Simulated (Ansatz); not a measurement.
A calculation with Ansatz 0.2.0 of Cd (native input, structure typed inline):

File input.yaml:

```yaml
crystal:
  lattice:
    - [-1.784322, 1.784322, 1.784322]
    - [1.784322, -1.784322, 1.784322]
    - [1.784322, 1.784322, -1.784322]
  atoms:
    - { symbol: Cd, position: [0.0, 0.0, 0.0] }
hamiltonian:
  xc: pbesol
  pseudopotentials: { kind: paw, accuracy: standard, xc_functional: pbe }
kpoints:
  mp_grid: { grid: [10, 10, 10] }
scf:
  occupations: { method: methfessel_paxton, width: 0.15 }
output:
  forces: true
  stress: true
  eigenvalues: true
  efg: {}
  write_density: true
  write_potential: true
  elf: true
  volumetric_format: npy
```

Potentials or basis: SSSP efficiency PAW.

Command:

```bash
$ ansatz run input.yaml --threads 1 --pin off --max-ram 2560MiB --backend cpu --events-out ev --progress --plain --runs-dir out
```

This isn't the form of Cd at room conditions, which is hcp.

Q: Write the same calculation in another form: native input, structure by space group and Wyckoff sites.

A: As run:

File input.yaml:

```yaml
crystal:
  lattice: { a: 3.568644, b: 3.568644, c: 3.568644, alpha: 90.0, beta: 90.0, gamma: 90.0 }
  space_group: 229
  reduce_to_primitive: true
  atoms:
    - { symbol: Cd, wyckoff: "2a", position: [0.0, 0.0, 0.0] }
hamiltonian:
  xc: pbesol
  pseudopotentials: { kind: paw, accuracy: standard, xc_functional: pbe }
kpoints:
  mp_grid: { grid: [10, 10, 10] }
scf:
  occupations: { method: methfessel_paxton, width: 0.15 }
output:
  forces: true
  stress: true
  eigenvalues: true
  efg: {}
  write_density: true
  write_potential: true
  elf: true
  volumetric_format: npy
```

Potentials or basis: SSSP efficiency PAW.

Command:

```bash
$ ansatz run input.yaml --threads 1 --pin off --max-ram 2560MiB --backend cpu --events-out ev --progress --plain --runs-dir out
```

Both were run:

|  | native input, structure typed inline | native input, structure by space group and Wyckoff sites |
| --- | --- | --- |
| Pressure | -2.8 GPa | -2.8 GPa |
| Band gap on the k mesh | none (metal or under the smearing width) | none (metal or under the smearing width) |

Keys that steer only the numerical path or the files written may differ.

Caveat: the pressure holds a Pulay correction of +0.5 GPa for the finite cutoff.
